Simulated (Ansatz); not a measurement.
Ansatz input file:

```yaml
crystal:
  lattice:
    - [4.0896976867, 0.0, 0.0]
    - [-2.0448488433, 3.5417820905, 0.0]
    - [0.0, 0.0, 3.788167]
  atoms:
    - { symbol: Pb, position: [0.0, 0.0, 0.0] }
    - { symbol: S, position: [0.66666667, 0.33333333, 0.5] }
basis:
  ecutwfc: 420
kpoints:
  mp_grid: { grid: [12, 12, 12] }
hamiltonian:
  xc: pbe
  dispersion: d3bj
scf:
  occupations: { method: gaussian, width: 0.1 }
output:
  forces: true
  stress: true
  eigenvalues: true
  write_density: true
  write_potential: true
  elf: true
  volumetric_format: npy
relax:
  adjacent_minimum: "off"
  f_tol: 0.005
  max_steps: 80
  cell: { stress_tol: 0.05 }
```

Run as
```bash
ansatz run input.yaml --threads 1 --pin off --max-ram 2560MiB --backend cpu --events-out ev --progress --plain --runs-dir out
```

Method: DFT PBE+D3(BJ), scalar-relativistic, plane waves, PAW in Ansatz 0.2.0.

From the run's log, abridged:

```
Pseudopotentials: kind: paw
Pseudopotential: Pb, paw, valence charge 14, recommended cutoff 420 eV (normal)
Pseudopotential: S, paw, valence charge 6, recommended cutoff 420 eV (normal)
Functional definition: PBE
Crystal: 2 atoms, lattice volume = 54.871 Å³
Basis set: ecut = 420 eV, 1105 PW (Γ), exchange–correlation on 60×60×54 points (8 copies of the dense FFT grid, shifted against one another)
Bands: 14, of which v1, the nominal top of the filled ones, is band 10 counted from 1 (9 counted from 0)
Symmetry: 12 space group operations
Space group: P-6m2 (ITA 187), of the structure as read, at distance tolerance 3.8e-5 Å
k-points: 133 of 1728 (time reversal used)
Initial density: superposition of atomic densities (neutral atoms: chi_scale 0, normalization atom), corrected by the library's trained network
Initial wavefunctions: pseudopotential atomic-orbital guess
Functional: x = pbe(κ = 0.804, μ = 0.21951497), c = pbe(β = 0.06672455)
SCF iter   1: F=—  HF=-12809.985615 eV  |F-HF|=—  |Δ(HF+E_count)|=         —  Δρ=1.44e-3  dr2=1.00e-3  ethr=1.77e-3  ⟨swp⟩=5.7  Hψ=10787  notcnv=0
SCF iter   2: F=—  HF=-12809.984708 eV  |F-HF|=—  |Δ(HF+E_count)|=   9.07e-4  Δρ=8.29e-4  dr2=2.78e-4  ethr=5.02e-6  ⟨swp⟩=2.0  Hψ=3992  notcnv=0
SCF iter   3: F=—  HF=-12809.985082 eV  |F-HF|=—  |Δ(HF+E_count)|=   3.73e-4  Δρ=3.18e-4  dr2=6.21e-5  ethr=1.39e-6  ⟨swp⟩=3.0  Hψ=3217  notcnv=0
SCF iter   4: F=—  HF=-12809.985034 eV  |F-HF|=—  |Δ(HF+E_count)|=   4.79e-5  Δρ=1.37e-4  dr2=1.42e-5  ethr=3.10e-7  ⟨swp⟩=3.0  Hψ=3387  notcnv=0
SCF iter   5: F=—  HF=-12809.985032 eV  |F-HF|=—  |Δ(HF+E_count)|=   1.85e-6  Δρ=6.20e-5  dr2=2.57e-6  ethr=7.08e-8  ⟨swp⟩=2.2  Hψ=2405  notcnv=0
SCF iter   6: F=—  HF=-12809.985031 eV  |F-HF|=—  |Δ(HF+E_count)|=   6.03e-7  Δρ=1.48e-5  dr2=1.74e-7  ethr=1.29e-8  ⟨swp⟩=2.6  Hψ=3274  notcnv=0
SCF iter   7: F=-12809.985031 eV  HF=-12809.985031 eV  |F-HF|=1.69e-8  |Δ(HF+E_count)|=   4.35e-8  Δρ=5.63e-6  dr2=2.24e-8  ethr=5.00e-10  ⟨swp⟩=8.7  Hψ=11516  notcnv=0
SCF 1 converged in 7 iterations: F = -12809.985031 eV  dr2 = 2.24e-8
relax step   1: F+E_penalty+E_count = -12809.98503134 eV  Δ(F+E_penalty+E_count) = +0.000e0 eV  max|allowed force component| = 5.551e-17 eV/Å  Δτ_max = 0.0000 Å  P = -1.996 GPa  Ω = 54.871 Å³  (7 SCF iters, dr2 threshold 1.00e-7 eV, accepted)
Crystal: 2 atoms, lattice volume = 51.809 Å³
Basis set: ecut = 420 eV, 1009 PW (Γ), exchange–correlation on 60×60×54 points (8 copies of the dense FFT grid, shifted against one another)
Initial density: handed on by an earlier stage of this run
Initial wavefunctions: those handed on with the density
SCF iter   1: F=—  HF=-12809.999348 eV  |F-HF|=—  |Δ(HF+E_count)|=         —  Δρ=9.99e-4  dr2=6.19e-4  ethr=3.69e-6  ⟨swp⟩=2.1  Hψ=14705  notcnv=0
SCF iter   2: F=—  HF=-12809.999406 eV  |F-HF|=—  |Δ(HF+E_count)|=   5.85e-5  Δρ=5.01e-4  dr2=1.30e-4  ethr=3.09e-6  ⟨swp⟩=1.6  Hψ=2232  notcnv=0
SCF iter   3: F=—  HF=-12809.999423 eV  |F-HF|=—  |Δ(HF+E_count)|=   1.65e-5  Δρ=7.64e-5  dr2=2.73e-6  ethr=6.49e-7  ⟨swp⟩=2.2  Hψ=2538  notcnv=0
SCF iter   4: F=—  HF=-12809.999423 eV  |F-HF|=—  |Δ(HF+E_count)|=   4.89e-7  Δρ=1.60e-5  dr2=2.01e-7  ethr=1.36e-8  ⟨swp⟩=2.0  Hψ=3182  notcnv=0
SCF iter   5: F=-12809.999423 eV  HF=-12809.999423 eV  |F-HF|=2.02e-9  |Δ(HF+E_count)|=   4.20e-8  Δρ=2.91e-6  dr2=3.05e-9  ethr=1.01e-9  ⟨swp⟩=3.0  Hψ=3211  notcnv=0
SCF iter   6: F=-12809.999423 eV  HF=-12809.999423 eV  |F-HF|=2.71e-10  |Δ(HF+E_count)|=   2.29e-9  Δρ=5.68e-7  dr2=9.10e-11  ethr=1.52e-11  ⟨swp⟩=5.9  Hψ=11290  notcnv=0
SCF 2 converged in 6 iterations: F = -12809.999423 eV  dr2 = 9.10e-11
relax step   2: F+E_penalty+E_count = -12809.99942341 eV  Δ(F+E_penalty+E_count) = -1.439e-2 eV  max|allowed force component| = 8.327e-17 eV/Å  Δτ_max = 0.0000 Å  P = +0.759 GPa  Ω = 51.809 Å³  energy of the carried Pulay correction = +2.943e-4 eV  (6 SCF iters, dr2 threshold 2.00e-7 eV, accepted)
Crystal: 2 atoms, lattice volume = 52.526 Å³
Basis set: ecut = 420 eV, 1021 PW (Γ), exchange–correlation on 60×60×54 points (8 copies of the dense FFT grid, shifted against one another)
SCF iter   1: F=—  HF=-12810.001069 eV  |F-HF|=—  |Δ(HF+E_count)|=         —  Δρ=3.33e-4  dr2=8.11e-5  ethr=4.89e-7  ⟨swp⟩=3.0  Hψ=14271  notcnv=0
SCF iter   2: F=—  HF=-12810.001016 eV  |F-HF|=—  |Δ(HF+E_count)|=   5.32e-5  Δρ=1.47e-4  dr2=1.37e-5  ethr=4.05e-7  ⟨swp⟩=2.0  Hψ=2503  notcnv=0
SCF iter   3: F=—  HF=-12810.001018 eV  |F-HF|=—  |Δ(HF+E_count)|=   2.46e-6  Δρ=2.35e-5  dr2=2.67e-7  ethr=6.84e-8  ⟨swp⟩=2.1  Hψ=2459  notcnv=0
SCF iter   4: F=-12810.001018 eV  HF=-12810.001018 eV  |F-HF|=1.12e-9  |Δ(HF+E_count)|=   2.21e-7  Δρ=4.51e-6  dr2=1.25e-8  ethr=1.34e-9  ⟨swp⟩=2.5  Hψ=2897  notcnv=0
SCF iter   5: F=-12810.001018 eV  HF=-12810.001018 eV  |F-HF|=8.55e-11  |Δ(HF+E_count)|=   4.03e-9  Δρ=9.42e-7  dr2=2.75e-10  ethr=6.25e-11  ⟨swp⟩=2.3  Hψ=3197  notcnv=0
SCF iter   6: F=-12810.001018 eV  HF=-12810.001018 eV  |F-HF|=1.46e-11  |Δ(HF+E_count)|=  1.56e-10  Δρ=1.43e-7  dr2=7.00e-12  ethr=1.37e-12  ⟨swp⟩=4.6  Hψ=9346  notcnv=0
SCF 3 converged in 6 iterations: F = -12810.001018 eV  dr2 = 7.00e-12
relax step   3: F+E_penalty+E_count = -12810.00101832 eV  Δ(F+E_penalty+E_count) = -1.595e-3 eV  max|allowed force component| = 8.442e-17 eV/Å  Δτ_max = 0.0000 Å  P = -0.075 GPa  Ω = 52.526 Å³  energy of the carried Pulay correction = +2.245e-4 eV  (6 SCF iters, dr2 threshold 2.00e-7 eV, accepted)
Crystal: 2 atoms, lattice volume = 52.474 Å³
SCF iter   1: F=—  HF=-12810.001093 eV  |F-HF|=—  |Δ(HF+E_count)|=         —  Δρ=4.85e-5  dr2=1.65e-6  ethr=1.67e-8  ⟨swp⟩=3.5  Hψ=13798  notcnv=0
SCF iter   2: F=—  HF=-12810.001048 eV  |F-HF|=—  |Δ(HF+E_count)|=   4.50e-5  Δρ=1.92e-5  dr2=2.17e-7  ethr=8.27e-9  ⟨swp⟩=2.0  Hψ=2302  notcnv=0
SCF iter   3: F=-12810.001048 eV  HF=-12810.001048 eV  |F-HF|=2.14e-9  |Δ(HF+E_count)|=   9.91e-9  Δρ=3.50e-6  dr2=4.80e-9  ethr=1.09e-9  ⟨swp⟩=2.0  Hψ=2502  notcnv=0
SCF iter   4: F=-12810.001048 eV  HF=-12810.001048 eV  |F-HF|=3.82e-11  |Δ(HF+E_count)|=   2.98e-9  Δρ=6.30e-7  dr2=2.09e-10  ethr=2.40e-11  ⟨swp⟩=2.1  Hψ=2519  notcnv=0
SCF iter   5: F=-12810.001048 eV  HF=-12810.001048 eV  |F-HF|=0.00e0  |Δ(HF+E_count)|=  3.64e-11  Δρ=1.33e-7  dr2=4.98e-12  ethr=1.04e-12  ⟨swp⟩=2.0  Hψ=3169  notcnv=0
SCF iter   6: F=-12810.001048 eV  HF=-12810.001048 eV  |F-HF|=1.82e-12  |Δ(HF+E_count)|=  3.64e-12  Δρ=2.10e-8  dr2=1.25e-13  ethr=1.00e-12  ⟨swp⟩=4.1  Hψ=7634  notcnv=0
SCF 4 converged in 6 iterations: F = -12810.001048 eV  dr2 = 1.25e-13
relax step   4: F+E_penalty+E_count = -12810.00104790 eV  Δ(F+E_penalty+E_count) = -2.958e-5 eV  max|allowed force component| = 1.295e-16 eV/Å  Δτ_max = 0.0000 Å  P = -0.003 GPa  Ω = 52.474 Å³  energy of the carried Pulay correction = +2.295e-4 eV  (6 SCF iters, accepted)
Basis set: ecut = 420 eV, 1021 PW (Γ), exchange–correlation on 54×54×54 points (8 copies of the dense FFT grid, shifted against one another)
Initial wavefunctions: pseudopotential atomic-orbital guess (no wavefunctions were taken with the density)
SCF iter   1: F=—  HF=-12810.000876 eV  |F-HF|=—  |Δ(HF+E_count)|=         —  Δρ=5.30e-5  dr2=2.81e-7  ethr=2.53e-7  ⟨swp⟩=3.6  Hψ=16326  notcnv=0
SCF iter   2: F=—  HF=-12810.000827 eV  |F-HF|=—  |Δ(HF+E_count)|=   4.81e-5  Δρ=2.45e-5  dr2=4.99e-8  ethr=1.40e-9  ⟨swp⟩=2.0  Hψ=3028  notcnv=0
SCF iter   3: F=—  HF=-12810.000827 eV  |F-HF|=—  |Δ(HF+E_count)|=   6.38e-8  Δρ=4.38e-6  dr2=1.57e-9  ethr=2.50e-10  ⟨swp⟩=3.0  Hψ=3261  notcnv=0
SCF iter   4: F=—  HF=-12810.000828 eV  |F-HF|=—  |Δ(HF+E_count)|=   2.97e-9  Δρ=4.15e-7  dr2=3.41e-11  ethr=7.86e-12  ⟨swp⟩=2.0  Hψ=3031  notcnv=0
SCF iter   5: F=-12810.000828 eV  HF=-12810.000828 eV  |F-HF|=7.28e-12  |Δ(HF+E_count)|=  3.64e-11  Δρ=2.74e-8  dr2=3.40e-13  ethr=1.00e-12  ⟨swp⟩=1.0  Hψ=1862  notcnv=0
SCF iter   6: F=-12810.000828 eV  HF=-12810.000828 eV  |F-HF|=7.28e-12  |Δ(HF+E_count)|=  5.46e-12  Δρ=6.14e-9  dr2=1.42e-14  ethr=1.00e-12  ⟨swp⟩=4.7  Hψ=8472  notcnv=0
SCF 5 converged in 6 iterations: F = -12810.000828 eV  dr2 = 1.42e-14
SCF converged after 6 iterations
Free energy (F): -12810.000828 eV
Harris-Foulkes:  -12810.000828 eV  (|F-HF|=7.28e-12)
Internal energy: -12809.999722 eV  (E = F + TS)
E sigma→0 (E₀):  -12810.000275 eV
Entropy (-TS):   -0.001106 eV (-0.553 meV/atom)
Fermi energy:    8.169501 eV
--- Per-component energies (eV) ---
  E_band       = -57.166109
  E_kinetic    = 393.635734
  E_local      = -1239.637772  (includes V_loc(G=0)·N_el)
  E_nonlocal   = 378.550484
  E_hartree    = 483.101897
  E_xc         = -318.468004
  E_vxc        = -220.416079  (∫ρ·V_xc dr)
  E_paw        = -11003.442326  (= ΣΔE_a)
  E_vpaw       = -335.502315  (= ΣTr[D̂ρ^β])
  E_aug_tail   = 0.000045  (compensation charges beyond the density's cutoff)
  E_ewald      = -1503.049793
  E_disp       = -0.689986  (pairwise vdW)
  E_smearing   = -0.001106  (= −TS)
--- Forces (eV/Å), atoms counted from 1 ---
  atom   1  Pb     0.00000000     0.00000000     0.00000000
  atom   2  S      0.00000000     0.00000000     0.00000000
--- Stress (GPa, compression-positive) ---
       -0.005970       0.000000       0.000000
        0.000000      -0.005970       0.000000
        0.000000       0.000000      -0.000414
  P = ⅓ Tr σ = -0.0041 GPa (-0.041 kbar)
--- Band table (eV; the first three rows and the last of 133) ---
  k-point 0: bands = ["-8.6229", "-8.6006", "-8.6006", "-8.4896", "-8.4896", "-5.1699", "1.9487", "5.8670", "6.5538", "6.5538", "11.8814", "11.8814", "13.4118", "15.0302"]
  k-point 1: bands = ["-8.6144", "-8.6000", "-8.6000", "-8.4929", "-8.4929", "-5.1156", "1.7351", "6.0025", "6.5886", "6.5886", "11.9155", "11.9155", "13.3622", "14.9567"]
  k-point 2: bands = ["-8.5982", "-8.5982", "-8.5912", "-8.5019", "-8.5019", "-4.9566", "1.1930", "6.3476", "6.6858", "6.6858", "12.0090", "12.0090", "12.8346", "15.3368"]
  k-point 132: bands = ["-8.6420", "-8.5762", "-8.5660", "-8.5501", "-8.4449", "-3.1718", "1.2146", "3.9388", "4.1202", "5.8157", "7.7832", "12.7156", "14.3578", "16.0254"]
--- Relaxed structure (4 steps of the walk, 4 accepted, 1 SCFs on fresh bases) ---
  F+E_penalty+E_count = -12810.00082750 eV   max|allowed force component| = 1.295e-16 eV/Å   (the final SCF, on the basis selected at the relaxed cell)
  cell:  # Å, volume = 52.4736 Å³
    - [4.00896481, 0.0, 0.0]
    - [-2.00448240, 3.47186537, 0.0]
    - [0.0, 0.0, 3.77003671]
  atoms:
    - { symbol: Pb, position: [0.0, 0.0, 0.0] }
    - { symbol: S, position: [0.66666666, 0.33333333, 0.5] }
```

The relaxation met its thresholds.

Time: 58 s on 1 thread of Arm Neoverse V2, with other jobs on the host, peak memory 0.5 GiB.

Spin–orbit coupling is left out, which can shift energies with elements as heavy as these. An atom lies near a switch of its D3 coefficient C6 between reference coordination numbers, so the dispersion energy changes steeply there and can make or shift the minimum.